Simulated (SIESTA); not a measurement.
Sn:

```xyz
2
Lattice="0.0000 3.2333 3.2333 3.2333 0.0000 3.2333 3.2333 3.2333 0.0000" Properties=species:S:1:pos:R:3 pbc="T T T"
Sn    4.8500    4.8500    4.8500
Sn    3.2333    3.2333    3.2333
```

This isn't the form of Sn at room conditions, which is tetragonal (white tin).

```yaml
Program: SIESTA 5.4.2
Task: relaxation of cell and atoms
Functional: PBE
Potentials_or_basis: PseudoDojo 0.4 standard (PBE files)
Basis: TZP (energy shift 0.002 Ry)
Grid_cutoff: 500 Ry
Energy_shift: 0.002 Ry
k_mesh: 7 × 7 × 7
Occupations: fermi-dirac, width 0.05 eV
Spin: no spin polarisation
```

At the start: pressure 4.4 GPa; volume 33.80 Å³/atom.

Question: Where does the relaxation end?

Answer: Over 4 steps the energy falls by 42.6 meV/atom and the volume is 37.36 Å³/atom (+10.5 %); space group Fd-3m (No. 227, to 0.05 Å).

Step by step:
```csv
step,energy change (eV),largest force (eV/Å),pressure (GPa),volume (Å³)
1,0.0000,0.0001,4.39,67.61
2,-0.0082,0.0001,4.15,67.92
3,-0.0844,0.0004,0.43,73.85
4,-0.0853,0.0002,0.04,74.72
```

Final structure:
```xyz
2
Lattice="0.0004 3.3432 3.3432 3.3432 0.0004 3.3432 3.3432 3.3432 0.0004" Properties=species:S:1:pos:R:3 pbc="T T T"
Sn    5.0150    5.0150    5.0150
Sn    3.3435    3.3435    3.3435
```

Caveat: semicore shells carry a single zeta, which can move pressures by several GPa and volumes by a few percent; the volume moved by +11 % from the deposited cell, more than functionals usually miss; the basis of atomic orbitals isn't converged, which shifts pressures, moduli and gaps.
